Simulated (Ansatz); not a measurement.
# BaTe: a relaxation

Aim: a sound relaxation of BaTe. The structure is shown as the input types it.

Method: Kohn-Sham DFT, with the functional, basis and potentials that each input names, in Ansatz 0.2.0.

1 further run of the same task is left out (it didn't finish).

**1. The starting structure**

The structure is cubic, space group Fm-3m (No. 225). The conventional cell has a = 6.820 Å, b = 6.820 Å, c = 6.820 Å, α = 90.00°, β = 90.00°, γ = 90.00°. Around Ba (site symmetry m-3m) lie 6 Te at 3.41 Å. Te (site symmetry m-3m) has 6 Ba at 3.41 Å as nearest neighbours.

Structure file:

```
Ba Te
1.0
     0.00000    3.41000    3.41000
     3.41000    0.00000    3.41000
     3.41000    3.41000    0.00000
Ba Te
1 1
Cartesian
  0.0000 0.0000 0.0000
  3.4100 3.4100 3.4100
```

**2. Running it**

File input.yaml:

```yaml
crystal:
  lattice:
    - [0.0, 3.41, 3.41]
    - [3.41, 0.0, 3.41]
    - [3.41, 3.41, 0.0]
  atoms:
    - { symbol: Ba, position: [0.0, 0.0, 0.0] }
    - { symbol: Te, position: [0.5, 0.5, 0.5] }
kpoints:
  mp_grid: { grid: [6, 6, 6] }
scf:
  occupations: { method: fixed }
  max_iter: 75
hamiltonian:
  xc: lda
  pseudopotentials: { kind: paw }
  hubbard: { sites: [{ species: Te, l: p, u_eff: -5.0 }] }
relax:
  f_tol: 0.002
  max_steps: 80
  cell: {}
output:
  forces: true
  stress: true
```

Started as:

```
> ansatz run input.yaml --threads 1 --pin off --max-ram 1228MiB --backend cpu --events-out ev --progress --plain --runs-dir out
```

**Question.** How will this run end, and is anything wrong with its input?

This run ends as converged, with warnings (metallic iterate). Convergence says nothing about whether the input makes sense.

In the input, hamiltonian.hubbard.sites is [{species: Te, l: p, u_eff: -5.0}]. A U of this value distorts the shell's occupations and the levels near the Fermi energy.

Run again and compare: delete hamiltonian.hubbard.sites.
